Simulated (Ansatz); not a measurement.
Rows from a G0W0 calculation on Si3N4 (I-43d) (Ansatz 0.2.0; G0W0 on PBE, plane waves, PAW; 4×4×4 mesh, 200 empty bands, screening to 75 eV), in eV. Spin-orbit coupling is left out.

| row | k | band | start | Σx | Σc at the solution | Vxc |
| --- | --- | --- | --- | --- | --- | --- |
| A | (0.000, 0.000, -0.500) | c1 | 14.311 | -7.318 | -4.205 | -12.460 |
| B | (0.250, 0.250, -0.250) | c1 | 13.445 | -6.717 | -4.141 | -11.656 |
| C | (0.250, 0.250, -0.250) | v1 | 8.918 | -21.587 | 3.688 | -17.442 |
| D | (0.000, 0.000, -0.500) | c3 | 15.270 | -9.079 | -4.467 | -14.720 |
| E | (0.250, 0.250, -0.250) | c2 | 13.686 | -7.565 | -4.202 | -12.662 |
| F | (0.000, 0.000, -0.500) | v1 | 9.319 | -21.879 | 3.686 | -17.795 |

**Question.** Work out each quasiparticle level and how far it moved.

The quasiparticle equation reads E = start + Σx + Σc(E) − Vxc.

| row | E (eV) | shift (eV) |
| --- | --- | --- |
| A | 15.248 | +0.937 |
| B | 14.243 | +0.798 |
| C | 8.461 | −0.457 |
| D | 16.443 | +1.173 |
| E | 14.581 | +0.895 |
| F | 8.921 | −0.399 |

Limits: not at the basis limit.

[Runs of the session that timed out or met a known fault of the program may be left out.]

[Cells called generated may have been cut or substituted from an entry of the Crystallography Open Database or the Materials Project.]

[Hosts, paths, dates, database ids (printed as entryN), source tags and the programs' standing remarks are cut or masked in the printed files.]
